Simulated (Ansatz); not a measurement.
## CaF2: pressure against volume

CaF2, Fm-3m, a = 5.439 Å. Ansatz: r2SCAN, PAW, 500 eV, Γ-centred 8×8×8 mesh on 3 atoms, Gaussian smearing 0.02 eV; no spin polarisation. Symmetry fixes shape and atoms, so the cell is only scaled; pressure is positive in compression.

```tsv
V (Å³/atom)	P (GPa)
11.799	?
12.201	10.46
12.603	6.39
13.005	2.94
13.408	0.01
13.810	-2.46
14.212	-4.56
14.748	-6.88
```

Take V0 = 13.408 Å³/atom, count pressures from its P0 = 0.01 GPa, fit the third-order Birch–Murnaghan form to the other rows, and predict the missing pressure.

With the Eulerian strain f = ½[(V0/V)^(2/3) − 1] and y = (P − P0)/[3f(1 + 2f)^(5/2)], the form is the line y = B0 + 1.5 B0 (B0′ − 4) f. Rows (f, y): 0.03245, 91.7; 0.02107, 91.0; 0.01028, 90.3; -0.00975, 88.7; -0.01904, 88.2; -0.03076, 87.5. Means f = 0.0007083, y = 89.567; Σ(Δf)² = 0.003003, ΣΔfΔy = 0.2050; the slope is their ratio. y = 89.52 + 68.26 f GPa, so B0 = 89.5 GPa and B0′ = 4 + 2 × (68.26)/(3 × 89.52) = 4.51. At V = 11.799, f = 0.04448, y = 92.56 and P = 15.29 GPa. The run gave 15.29 GPa, the same to the digits shown.